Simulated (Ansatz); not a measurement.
# Lattice vibrations of AlAs at Γ at 18 GPa

The calculation used DFT PBEsol, scalar-relativistic, plane waves, PAW (Ansatz 0.2.0). Settings: 420 eV plane-wave cutoff, Γ-centred 10×10×10 mesh, fixed occupations. No spin polarisation. Phonons by linear response, acoustic sum rule imposed.

The cell, relaxed at 18 GPa:
```xyz
2
Lattice="0.0000 2.6780 2.6780 2.6780 0.0000 2.6780 2.6780 2.6780 0.0000" Properties=species:S:1:pos:R:3 pbc="T T T"
Al    0.0000    0.0000    0.0000
As    4.0169    4.0169    4.0169
```

Problem. Give the high-frequency dielectric tensor ε∞.

Solution.
```
8.93 0.00 0.00
0.00 8.93 0.00
0.00 0.00 8.93
```

Problem. Give the Born effective charges.

Solution.
| atom | Z*xx | Z*yy | Z*zz | mean |
| --- | --- | --- | --- | --- |
| Al (atom 1) | 2.04 | 2.04 | 2.04 | 2.04 |
| As (atom 2) | -2.04 | -2.04 | -2.04 | -2.04 |

Problem. How large is the static dielectric tensor with the ions free to move, and what share of it is ionic?

Solution.
```
10.4  0.0  0.0
 0.0 10.4  0.0
 0.0  0.0 10.4
```
The ions give 14 % of its trace.

Cost: 1 run of about 1.1 core-minutes, on AMD EPYC 7R43 (Zen 3) (shared hosts).